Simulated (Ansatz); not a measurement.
# NbN: the cost of one run

Method: DFT LDA+U (U = 4 eV, J = 0.5 eV on Nb d), plane waves, PAW, in Ansatz 0.2.0.

1 further run of the same task is left out (it didn't finish).

### Step 1. The starting structure

The structure is cubic, space group Fm-3m (No. 225). Conventional cell: a = 4.389 Å, b = 4.389 Å, c = 4.389 Å, α = 90.00°, β = 90.00°, γ = 90.00°. Nb (site symmetry m-3m) is surrounded by 6 N at 2.19 Å. Around N (site symmetry m-3m) lie 6 Nb at 2.19 Å.

Coordinates:

```cif
data_structure
_symmetry_space_group_name_H-M 'P 1'
_symmetry_Int_Tables_number 1
_cell_length_a 3.1035
_cell_length_b 3.1035
_cell_length_c 6.2070
_cell_angle_alpha 60.000
_cell_angle_beta 60.000
_cell_angle_gamma 60.000
_cell_volume 42.27
loop_
_atom_site_label
_atom_site_type_symbol
_atom_site_fract_x
_atom_site_fract_y
_atom_site_fract_z
_atom_site_occupancy
Nb1 Nb 0.50000 0.50000 0.25000 1
N1 N 0.00000 0.00000 0.00000 1
Nb2 Nb 0.50000 0.50000 0.75000 1
N2 N 0.00000 0.00000 0.50000 1
```

An earlier series on this cell reached its lowest free state from «ferromagnetic start, free, symmetry kept, no search», perhaps among other starts (it ended without moments).

### Step 2. No spin polarisation

File input.yaml:

```yaml
crystal:
  lattice:
    - [0.0, 2.19450073, 2.19450073]
    - [2.19450073, 0.0, 2.19450073]
    - [4.38900146, 4.38900146, 0.0]
  atoms:
    - { symbol: Nb, position: [0.5, 0.5, 0.25] }
    - { symbol: "N", position: [0.0, 0.0, 0.0] }
    - { symbol: Nb, position: [0.5, 0.5, 0.75] }
    - { symbol: "N", position: [0.0, 0.0, 0.5] }
basis:
  ecutwfc: 420
  ecutrho_ratio: 4
kpoints:
  mp_grid: { grid: [7, 7, 7] }
hamiltonian:
  xc: lda
  hubbard:
    sites:
      - { site: 0, l: d, u: 4.0, j: 0.5 }
      - { site: 2, l: d, u: 4.0, j: 0.5 }
scf:
  occupations: { method: gaussian, width: 0.05 }
  lower_state_search: "off"
  max_iter: 150
output:
  forces: true
  stress: true
  eigenvalues: true
  populations: true
  hubbard: { sites: [{ site: 0, l: d }, { site: 2, l: d }] }
```

Launch:

```bash
$ ansatz run input.yaml --threads 2 --pin off --max-ram 3072MiB --backend cpu --events-out ev --progress --plain --runs-dir out
```

Q: Estimate wall time and peak memory on 2 threads of AMD EPYC 9R45 (Zen 5), shared host.

About 1.1 s, with a peak of 0.43 GiB.
